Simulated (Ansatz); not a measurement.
Crystal: PbF2 (Fluorocronite).

```
Pb F
1.0
     0.00000    2.96366    2.96366
     2.96366    0.00000    2.96366
     2.96366    2.96366    0.00000
Pb F
1 2
Direct
  0.00000 0.00000 0.00000
  0.75000 0.75000 0.75000
  0.25000 0.25000 0.25000
```

A run of Ansatz 0.2.0 on this cell left the log below. Logs are shortened: lines on timing, memory, paths and dates and some standing lists are left out, and cuts for length are marked.

```text
Warning: RAYON_NUM_THREADS=2 ignored (pool sized by the plan → 2); use --threads N
scf.n_extra_bands = 7 over 14 filled bands (N_el = 28.0): the run solves 21 bands
Engine: ansatz 0.2.0, x86_64-unknown-linux-gnu
Pseudopotentials: kind: paw
Pseudopotential: Pb, paw, valence charge 14, recommended cutoff 420 eV (normal), Pb.paw.azcp
Pseudopotential: F, paw, valence charge 7, recommended cutoff 420 eV (normal), F.paw.azcp
Functional definition: BLYP
  parameter beta = 0.0042
  parameter a = 0.04918
  parameter b = 0.132
  parameter c = 0.2533
  parameter d = 0.349
  exchange = b88_x(beta = beta)
  correlation = lyp_c(a = a, b = b, c = c, d = d)
Crystal: 3 atoms, lattice volume = 52.061 Å³
Basis set: ecut = 420 eV, 965 PW (Γ), exchange–correlation on 60×60×60 points (8 copies of the dense FFT grid, shifted against one another)
Bands: 21, of which v1, the nominal top of the filled ones, is band 14 counted from 1 (13 counted from 0)
Symmetry: 48 space group operations
Space group: Fm-3m (ITA 225), of the structure as read, at distance tolerance 3.7e-5 Å
k-points: 29 of 512
Non-local potential: Pb, projectors of the file, l = 0: 2, l = 1: 2, l = 2: 2, l = 3: 2
Non-local potential: F, projectors of the file, l = 0: 2, l = 1: 2, l = 2: 1
PAW form: soft (Blöchl's): semilocal exchange-correlation on the pseudo side does not see the compensation charge
PAW frozen core: Pb, regenerated for the run's functional, and the local potential with it (the file was generated under x = pbe(κ = 0.804, μ = 0.2195149727645171), c = pbe(β = 0.06672455060314922))
PAW frozen core: F, regenerated for the run's functional, and the local potential with it (the file was generated under x = pbe(κ = 0.804, μ = 0.2195149727645171), c = pbe(β = 0.06672455060314922))
PAW one-centre angular grid: Pb, 590 points (default); XC on 64 Gauss nodes
PAW one-centre angular grid: F, 110 points (default); XC on 64 Gauss nodes
Initial density: superposition of atomic densities (neutral atoms: chi_scale 0, normalization atom), corrected by the library's trained network
Initial wavefunctions: pseudopotential atomic-orbital guess
Functional: x = b88, c = lyp
SCF iter   1: F=—  HF=-13558.117088 eV  |F-HF|=—  |Δ(HF+E_count)|=         —  Δρ=1.17e-2  dr2=3.77e-2  ethr=1.77e-3  ⟨swp⟩=6.1  Hψ=3186  notcnv=0  defer=1
preconditioner: auto → none  [insulator: Δε(μ)=4.600 eV  Ē_g=20.514 eV  σ=0.050 eV  W_gap=1.00  n_scr=14 (ndim 8)  ℏωp=27.2 eV  f_vac=0.132  D(μ)=0.00/eV (n_scr^D=0)  ε∞_Penn≈2.8]
SCF iter   2: F=—  HF=-13558.109039 eV  |F-HF|=—  |Δ(HF+E_count)|=   8.05e-3  Δρ=6.51e-3  dr2=1.64e-2  ethr=1.35e-4  ⟨swp⟩=2.4  Hψ=1389  notcnv=0  defer=77
SCF iter   3: F=—  HF=-13558.104659 eV  |F-HF|=—  |Δ(HF+E_count)|=   4.38e-3  Δρ=1.28e-3  dr2=2.38e-4  ethr=5.85e-5  ⟨swp⟩=2.0  Hψ=932  notcnv=0  defer=77
SCF iter   4: F=—  HF=-13558.104647 eV  |F-HF|=—  |Δ(HF+E_count)|=   1.17e-5  Δρ=1.18e-4  dr2=3.85e-6  ethr=8.49e-7  ⟨swp⟩=2.0  Hψ=936  notcnv=0  defer=77
SCF iter   5: F=—  HF=-13558.104713 eV  |F-HF|=—  |Δ(HF+E_count)|=   6.59e-5  Δρ=5.38e-5  dr2=9.31e-7  ethr=1.37e-8  ⟨swp⟩=2.0  Hψ=880  notcnv=0  defer=77
SCF iter   6: F=-13558.104713 eV  HF=-13558.104713 eV  |F-HF|=3.67e-9  |Δ(HF+E_count)|=   2.18e-7  Δρ=8.60e-6  dr2=1.29e-8  ethr=3.57e-10  ⟨swp⟩=7.7  Hψ=3314  notcnv=0
SCF 1 converged in 6 iterations: F = -13558.104713 eV  dr2 = 1.29e-8
  greatest PAW one-centre occupation: 0.985 electrons in one spin orbital (limit 2), on the Pb atom at site 0 (counted from 0), in its partial waves of l = 2
NSCF: frozen V_eff on 142 k-points
SCF converged after 6 iterations
Free energy (F): -13558.104713 eV
Harris-Foulkes:  -13558.104713 eV  (|F-HF|=3.67e-9)
Internal energy: -13558.104713 eV  (E = F + TS)
E sigma→0 (E₀):  -13558.104713 eV
Fermi energy:    7.544217 eV
--- Per-component energies (eV) ---
  E_band       = -115.670718
  E_kinetic    = 698.590738
  E_local      = -2254.220215  (includes V_loc(G=0)·N_el)
  E_nonlocal   = 496.050813
  E_hartree    = 867.278351
  E_xc         = -378.377703
  E_vxc        = -333.818678  (∫ρ·V_xc dr)
  E_paw        = -10838.421502  (= ΣΔE_a)
  E_vpaw       = -456.832626  (= ΣTr[D̂ρ^β])
  E_aug_tail   = 0.004104  (compensation charges beyond the density's cutoff)
  E_ewald      = -2148.900692
  E_core_change = -0.108607  (= ΣΔE_core)
  E_smearing   = -0.000000  (= −TS)
  E_closure    = -0.000000  (closes the sum)
  Σ components = -13558.104713   (vs F -13558.104713, Δ=0.00e0)
--- Forces (eV/Å), atoms counted from 1 ---
  atom   1  Pb    -0.00000000     0.00000000    -0.00000000
  atom   2  F     -0.00000000     0.00000000    -0.00000000
  atom   3  F      0.00000000    -0.00000000    -0.00000000
  max |Σ_I F_I| component: 1.85e-17 eV/Å
--- Stress (GPa, compression-positive) ---
        4.967083       0.000000       0.000000
       -0.000000       4.967083      -0.000000
       -0.000000      -0.000000       4.967083
  P = ⅓ Tr σ = 4.9671 GPa (49.671 kbar)
--- Band table (eV; the first three rows and the last of 29) ---
  k-point 0: bands = ["-15.7632", "-15.1424", "-9.1086", "-9.1086", "-9.1086", "-9.0478", "-9.0478", "0.5999", "2.7699", "2.7699", "2.7699", "3.2506", "3.2506", "3.2506", "12.0264", "12.0264", "12.0264", "15.9842", "20.5349", "20.5349", "22.8285"]
  k-point 1: bands = ["-15.7332", "-15.1698", "-9.1023", "-9.1023", "-9.0763", "-9.0478", "-9.0478", "0.3352", "2.6424", "2.7379", "2.7379", "3.2268", "3.2268", "3.6586", "11.5084", "12.1530", "12.1530", "16.8761", "20.0851", "20.0851", "22.1943"]
  k-point 2: bands = ["-15.6539", "-15.2405", "-9.0922", "-9.0922", "-9.0425", "-9.0425", "-9.0004", "-0.1570", "2.4603", "2.6635", "2.6635", "3.1702", "3.1702", "4.3703", "10.7949", "12.4634", "12.4634", "18.1950", "19.4930", "19.4930", "20.9863"]
  k-point 28: bands = ["-15.4296", "-15.4296", "-9.0689", "-9.0383", "-9.0204", "-8.9505", "-8.9505", "-1.1378", "1.5309", "2.5628", "2.5628", "3.6057", "3.7305", "5.2084", "11.3386", "11.3386", "12.7565", "15.4866", "19.8283", "21.5597", "21.5597"]
```

Question: What input gives this log?

Answer: Band structure with BLYP, no spin polarisation. The files as run (others can give the same):

input.yaml
```yaml
crystal:
  lattice:
    - [0.0, 2.96366, 2.96366]
    - [2.96366, 0.0, 2.96366]
    - [2.96366, 2.96366, 0.0]
  atoms:
    - { symbol: Pb, position: [0.0, 0.0, 0.0] }
    - { symbol: F, position: [0.75, 0.75, 0.75] }
    - { symbol: F, position: [0.25, 0.25, 0.25] }
hamiltonian:
  xc: blyp
  pseudopotentials: { kind: paw }
kpoints:
  mp_grid: { grid: [8, 8, 8] }
  band_path:
    path:
      - [[0.0, 0.0, 0.0], [0.5, 0.0, 0.5], [0.5, 0.25, 0.75], [0.375, 0.375, 0.75], [0.0, 0.0, 0.0], [0.5, 0.5, 0.5], [0.625, 0.25, 0.625], [0.5, 0.25, 0.75], [0.5, 0.5, 0.5], [0.375, 0.375, 0.75]]
      - [[0.625, 0.25, 0.625], [0.5, 0.0, 0.5]]
    npoints: 14
scf:
  occupations: { method: fermi_dirac, width: 0.05 }
  n_extra_bands: 7
output:
  forces: true
  stress: true
  eigenvalues: true
  fatbands: false
```

Potentials or basis: Ansatz PAW.
Run with:
```bash
$ ansatz run input.yaml --threads 2 --pin off --max-ram 5632MiB --backend cpu --events-out ev --progress --plain --runs-dir out
```

Caveat: the pressure holds a Pulay correction of +0.6 GPa for the finite cutoff; spin-orbit coupling is left out, which as a rule narrows the gap of such compounds by several tenths of an eV; the PAW data sets come from PBE, with cores solved anew for the run's functional, which leaves a small shift of forces and pressure.
